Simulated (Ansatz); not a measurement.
## PtS₂ (P-3m1) under strain

A 3-atom cell of PtS₂ started from a crystallographic database, relaxed with r2SCAN+rVV10 in Ansatz 0.2.0. Space group P-3m1 (No. 164), trigonal; conventional cell a = 3.553 Å, c = 5.123 Å, 18.66 Å³ an atom. Pt has 6 S at 2.39 Å; S has 3 Pt at 2.39 Å.

The axes x, y and z are those of this cell:
```
Pt S
1.0
     3.55262    0.00000    0.00000
    -1.77631    3.07666    0.00000
     0.00000    0.00000    5.12283
Pt S
1 2
Direct
  0.00000 0.00000 0.00000
  0.33333 0.66667 0.23925
  0.66667 0.33333 0.76075
```

Unstrained: PBE gives an indirect gap of 0.615 eV, from k = (0, 0.169, 0.188) to k = (0, 0.281, 0.299); the least direct gap is 0.915 eV at k = (0, 0.281, 0.299). With r2SCAN the valence top lies at k = (0, 0.169, 0.188) and the conduction bottom at k = (0, 0.281, 0.299), 0.790 eV higher; the smallest vertical gap, at k = (0, 0.281, 0.299), is 1.106 eV. HSE06 gives an indirect gap of 1.211 eV, from Γ to k = (0, 0.281, 0.299); the least direct gap is 1.680 eV at k = (0, 0.281, 0.299). Meshes: PBE 12×12×6, r2SCAN 12×12×6, HSE06 6×6×4. Strains are changes of length per length, and xy shears are angles. After each strain the atoms were relaxed again with r2SCAN+rVV10 within the symmetry that the strain leaves, so tilts or polar shifts that break it weren't tested; points keep the names that they have in the unstrained zone. The values are computed, spin-unpolarised, and not measurements.

Changes of the least gap in eV (an overlap counts as a negative gap):

| strain | volume change (%) | space group | PBE | r2SCAN | HSE06 |
| --- | --- | --- | --- | --- | --- |
| uniaxial +4.15 % along x | +4.2 | C2/m | -0.198 | -0.218 | -0.153 |
| isotropic -0.66 % on every length | -2.0 | P-3m1 | -0.024 | -0.029 | -0.040 |
| xy shear, engineering strain (angle) +1.14 % | 0.0 | P-1 | -0.046 | -0.048 | -0.019 |
| isotropic -4.88 % on every length | -13.9 | P-3m1 | -0.338 | -0.359 | -0.407 |

Uniaxial +4.15 % along x, other directions held. HSE06: the gap goes from 1.211 to 1.058 eV (-0.153 eV); the edges go from Γ → (0, 0.281, 0.299) to (0, 0.172, 0.177) → (0.290, -0.008, -0.290); with r2SCAN the top three valence levels at Γ, grouped 1+2 from the top over 1082 meV, become 1+1+1 over 1270 meV. Stress change with PBE, compression positive: xx -8.02, yy -2.50, zz -1.05, yz +0.48 GPa.

Isotropic -0.66 % on every length. HSE06: the gap goes from 1.211 to 1.171 eV (-0.040 eV); the edges go from Γ → (0, 0.281, 0.299) to Γ → (0, 0.283, 0.299); with r2SCAN the top three valence levels at Γ, grouped 1+2 from the top over 1082 meV, become 1+2 over 1109 meV. Stress change with PBE, compression positive: xx +2.09, yy +2.09, zz +0.63 GPa.

Xy shear, engineering strain (angle) +1.14 %. HSE06: the gap goes from 1.211 to 1.192 eV (-0.019 eV); the edges go from Γ → (0, 0.281, 0.299) to Γ → (0.281, 0.001, -0.298); with r2SCAN the top three valence levels at Γ, grouped 1+2 from the top over 1082 meV, become 1+1+1 over 1125 meV. Stress change with PBE, compression positive: xx 0.00, yy 0.00, zz +0.01, xy -0.79, xz +0.18 GPa.

Isotropic -4.88 % on every length. HSE06: the gap goes from 1.211 to 0.804 eV (-0.407 eV); the edges go from Γ → (0, 0.281, 0.299) to Γ → (0, 0.288, 0.299); with r2SCAN the top three valence levels at Γ, grouped 1+2 from the top over 1082 meV, become 1+2 over 1333 meV. Stress change with PBE, compression positive: xx +19.78, yy +19.78, zz +7.30 GPa.

No spin-orbit coupling is included; it can move band edges with weight on the heavy atoms by tenths of an eV.

Where an edge lies off the special points, it is a point of the mesh or the k point where a search put PBE's edge or least direct gap, reused for the other functionals, whose own edges may lie a little apart.

Coordinates of k points refer to the reciprocal vectors of the primitive cell of the runs.

The meshes of the hybrids are coarse, so their gaps aren't converged to the digits shown.

The splittings at Γ are without spin-orbit coupling, which regroups them where it is of like size or larger.
